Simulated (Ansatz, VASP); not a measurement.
This is a calculation of CdSe for VASP 6.6.1.

The input INCAR:

```
SYSTEM = CdSe
PREC = Accurate ; ENCUT = 520
EDIFF = 1E-6 ; ISMEAR = -1
SIGMA = 0.05 ; LREAL = .FALSE.
LASPH = .TRUE. ; NELM = 100
ALGO = Normal ; ISIF = 2
LWAVE = .FALSE. ; LCHARG = .TRUE.
GGA = PE ; LELF = .TRUE.
LVHAR = .TRUE. ; NBANDS = 16
```

File KPOINTS:

```
regular mesh
0
G
  8 8 8
  0 0 0
```

Contents of POSCAR:

```
CdSe
1.0
    3.5804160507      0.0000000000      0.0000000000
    0.0000000000      3.5804160507      0.0000000000
    0.0000000000      0.0000000000      3.5804160507
Cd Se
1 1
Direct
    0.5000000000      0.5000000000      0.5000000000
    0.0000000000      0.0000000000      0.0000000000
```

Potentials or basis: VASP PAW PBE potentials, release 64 (Cd, Se).

Run with:

```console
$ cat potpaw_PBE.64/Cd/POTCAR potpaw_PBE.64/Se/POTCAR > POTCAR
$ mpirun -np 1 vasp_std > vasp.out
```

**Question.** Translate it to Ansatz 0.2.0. Potentials there: Ansatz PAW.

**Answer.** As run (the cutoff follows the program's own potentials):

input.yaml

```yaml
crystal:
  lattice:
    - [3.5804160507, 0.0, 0.0]
    - [0.0, 3.5804160507, 0.0]
    - [0.0, 0.0, 3.5804160507]
  atoms:
    - { symbol: Cd, position: [0.5, 0.5, 0.5] }
    - { symbol: Se, position: [0.0, 0.0, 0.0] }
hamiltonian:
  xc: pbe
  pseudopotentials: { kind: paw }
kpoints:
  mp_grid: { grid: [8, 8, 8] }
scf:
  occupations: { method: fermi_dirac, width: 0.05 }
output:
  forces: true
  stress: true
  eigenvalues: true
```

Potentials or basis: Ansatz PAW.

Run with:

```bash
$ ansatz run input.yaml --threads 1 --pin off --max-ram 3584MiB --backend cpu --events-out ev --progress --plain --runs-dir out
```

Both were run:

|  | VASP | Ansatz | Ansatz less VASP |
| --- | --- | --- | --- |
| gap on the k mesh at the Fermi level (eV) | none | none | - |
| pressure (GPa) | -0.8 | -1.1 | -0.25 |

A gap of «none» marks a metal or a gap that the smearing closes. The two sets of potentials don't hold the same shells in valence.
